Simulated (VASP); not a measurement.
# AgCl: optical spectrum of independent particles, by functional and spin-orbit coupling

AgCl, Pm-3m (no. 221), 2 atoms in the cell.

| Functional | Spin-orbit coupling | ε at zero frequency, electronic | Mean energy of the absorption, weighted by Im ε (eV) | Refractive index at 1064 nm | Direct gap on the mesh (eV) | Time (s) |
|---|---|---|---|---|---|---|
| PBE | no | 5.88 | 8.74 | 2.50 | 2.07 | 4.1 |
| LDA | no | 6.43 | 8.43 | 2.64 | 1.81 | 3.4 |
| PBEsol | no | 6.21 | 8.56 | 2.58 | 1.93 | 3.9 |
| r2SCAN | no | 4.98 | 9.45 | 2.27 | 2.72 | 16 |
| TB-mBJ | no | 3.72 | 10.81 | 1.95 | 3.78 | 38 |
| SCAN | no | 5.08 | 9.37 | 2.30 | 2.62 | 19 |
| PBE | yes | 5.90 | 8.73 | 2.50 | 2.02 | 14 |
| TB-mBJ | yes | 3.73 | 10.80 | 1.95 | 3.54 | 152 |

Limits: The pull between electron and hole is left out; rows 1, 2, 3, 4, 6, 7: the onset follows the functional's gap, which semilocal functionals usually make too small.

## Input of the first row

INCAR:
```
SYSTEM = AgCl
  PREC = Accurate
  ENCUT = 300
  ISMEAR = 0
  SIGMA = 0.02
  EDIFF = 1E-7
  LASPH = .True.
  KPAR = 4
  LWAVE = .True.
  LCHARG = .False.
  LOPTICS = .True.
  ALGO = Normal
  NBANDS = 25
  NEDOS = 2000
  CSHIFT = 0.1
  GGA = PE
```

KPOINTS:
```
k-points
0
Gamma
  10 10 10
```

POSCAR:
```
AgCl
1.0
    3.4339730000      0.0000000000      0.0000000000
    0.0000000000      3.4339730000      0.0000000000
    0.0000000000      0.0000000000      3.4339730000
Ag Cl
1 1
Direct
    0.0000000000      0.0000000000      0.0000000000
    0.5000000000      0.5000000000      0.5000000000
```

Commands:
```
cat potpaw_PBE.64/Ag/POTCAR potpaw_PBE.64/Cl/POTCAR > POTCAR
mpirun -np 4 vasp_std > vasp.out
```

Changes of row 7 against the first:
```
- NBANDS = 25
+ NBANDS = 50
+ LSORBIT = True
+ MAGMOM = 6*0
+ GGA_COMPAT = False
- vasp_std
+ vasp_ncl
```

VASP 6.6.1 took 4.1 s on 4 cores (Intel Xeon 6975P-C (Granite Rapids)), a shared host.
